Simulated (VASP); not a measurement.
Computed with PBEsol GGA, VASP's PBE PAW potentials (set 64) (plane waves; VASP).

VASP input:

**INCAR**
```
SYSTEM = Li2O
PREC = Accurate
ENCUT = 520
EDIFF = 1E-6
NELM = 100
ALGO = Normal
LREAL = .FALSE.
LASPH = .TRUE.
ISMEAR = 0
SIGMA = 0.05
GGA = PS
LWAVE = .FALSE.
LCHARG = .FALSE.
IBRION = 2
ISIF = 3
NSW = 60
EDIFFG = -0.01
```

### POSCAR
```
Li2O
1
    0.0000000000     2.3100000000     2.3100000000
    2.3100000000     0.0000000000     2.3100000000
    2.3100000000     2.3100000000     0.0000000000
Li O
2 1
Direct
  0.2500000000   0.2500000000   0.2500000000
  0.7500000000   0.7500000000   0.7500000000
  0.0000000000   0.0000000000   0.0000000000
```

### KPOINTS
```
Automatic mesh
0
gamma
 9 9 9
0 0 0
```

POTCAR, in this order: Li_sv O (PBE.64 set). Program: vasp_std.

The run wrote:

File OSZICAR:
```
       N       E                     dE             d eps       ncg     rms          rms(c)
DAV:   1     0.420356609287E+02    0.42036E+02   -0.63273E+03   700   0.129E+03
DAV:   2    -0.113911489659E+02   -0.53427E+02   -0.51313E+02   810   0.241E+02
DAV:   3    -0.163059042558E+02   -0.49148E+01   -0.48974E+01  1266   0.610E+01
DAV:   4    -0.163593196478E+02   -0.53415E-01   -0.53359E-01   906   0.750E+00
DAV:   5    -0.163599565949E+02   -0.63695E-03   -0.63691E-03  1074   0.547E-01    0.700E+00
DAV:   6    -0.148018150904E+02    0.15581E+01   -0.86099E+00   702   0.185E+01    0.284E+00
DAV:   7    -0.147572043379E+02    0.44611E-01   -0.22714E-01   790   0.409E+00    0.144E+00
DAV:   8    -0.147450191590E+02    0.12185E-01   -0.58431E-02   716   0.298E+00    0.325E-01
DAV:   9    -0.147442004491E+02    0.81871E-03   -0.70692E-03   984   0.779E-01    0.108E-01
DAV:  10    -0.147445010621E+02   -0.30061E-03   -0.61477E-04   762   0.244E-01    0.664E-02
DAV:  11    -0.147444594694E+02    0.41593E-04   -0.81752E-05   874   0.117E-01    0.111E-02
DAV:  12    -0.147444591891E+02    0.28033E-06   -0.41813E-06   952   0.241E-02
   1 F= -.14744459E+02 E0= -.14744459E+02  d E =-.147445E+02
       N       E                     dE             d eps       ncg     rms          rms(c)
DAV:   1    -0.147597030252E+02   -0.15244E-01   -0.23458E-01   700   0.468E+00    0.884E-01
DAV:   2    -0.147479431892E+02    0.11760E-01   -0.82347E-02   710   0.223E+00    0.268E-01
DAV:   3    -0.147473187484E+02    0.62444E-03   -0.23911E-03   780   0.448E-01    0.158E-01
DAV:   4    -0.147471193299E+02    0.19942E-03   -0.42333E-04  1202   0.178E-01    0.188E-02
DAV:   5    -0.147471155589E+02    0.37710E-05   -0.32734E-05   778   0.614E-02    0.420E-03
DAV:   6    -0.147471158348E+02   -0.27589E-06   -0.23169E-06   786   0.163E-02
   2 F= -.14747116E+02 E0= -.14747116E+02  d E =-.265665E-02
       N       E                     dE             d eps       ncg     rms          rms(c)
DAV:   1    -0.147533009268E+02   -0.61854E-02   -0.10790E-01   700   0.317E+00    0.598E-01
DAV:   2    -0.147479150106E+02    0.53859E-02   -0.37309E-02   710   0.150E+00    0.181E-01
DAV:   3    -0.147476375547E+02    0.27746E-03   -0.10504E-03   778   0.300E-01    0.107E-01
DAV:   4    -0.147475452074E+02    0.92347E-04   -0.19615E-04  1194   0.121E-01    0.127E-02
DAV:   5    -0.147475435084E+02    0.16990E-05   -0.15049E-05   772   0.420E-02    0.284E-03
DAV:   6    -0.147475435834E+02   -0.75007E-07   -0.79434E-07   474   0.112E-02
   3 F= -.14747544E+02 E0= -.14747544E+02  d E =-.308439E-02
```

### OUTCAR
```
------------------------ aborting loop because EDIFF is reached ----------------------------------------
  FORCE on cell =-STRESS in cart. coord.  units (eV):
  Direction    XX          YY          ZZ          XY          YZ          ZX
  --------------------------------------------------------------------------------------
  Total        0.0139621      0.0139621      0.0139621      0.0000000      0.0000000      0.0000000
  in kB        0.9286310      0.9286310      0.9286310      0.0000000      0.0000000      0.0000000
  external PRESSURE =       0.9286310 kB  Pullay stress =       0.0000000 kB
  volume of cell :       24.09
      direct lattice vectors                 reciprocal lattice vectors
    -0.000000000  2.292254807  2.292254807    -0.218125838  0.218125838  0.218125838
     2.292254807 -0.000000000  2.292254807     0.218125838 -0.218125838  0.218125838
     2.292254807  2.292254807 -0.000000000     0.218125838  0.218125838 -0.218125838
 POSITION                                       TOTAL-FORCE (eV/Angst)
 -----------------------------------------------------------------------------------
      1.14613      1.14613      1.14613        -0.000000     -0.000000     -0.000000
      3.43838      3.43838      3.43838         0.000000      0.000000      0.000000
      0.00000      0.00000      0.00000         0.000000     -0.000000     -0.000000
 -----------------------------------------------------------------------------------
    total drift:                               -0.000000      0.000000      0.000000
  FREE ENERGIE OF THE ION-ELECTRON SYSTEM (eV)
  ---------------------------------------------------
  free  energy   TOTEN  =       -14.7475435834 eV

  energy  without entropy=      -14.7475435834  energy(sigma->0) =      -14.74754358

 reached required accuracy - stopping structural energy minimisation
```
(Selected blocks of OUTCAR.)

**CONTCAR**
```
Li2O
   1.00000000000000
    -0.0000000000000000    2.2922548072231650    2.2922548072231650
     2.2922548072231650   -0.0000000000000000    2.2922548072231650
     2.2922548072231650    2.2922548072231650   -0.0000000000000000
  Li              O
     2     1
Direct
     0.2500000000000000    0.2500000000000000    0.2500000000000000
     0.7500000000000000    0.7500000000000000    0.7500000000000000
     0.0000000000000000    0.0000000000000000    0.0000000000000000
```

Energy and stress use the plane-wave basis of the starting cell.

The compound is Li2O in the antifluorite structure. This run relaxes it. Symmetry was kept, so distortions that lower it aren't found.
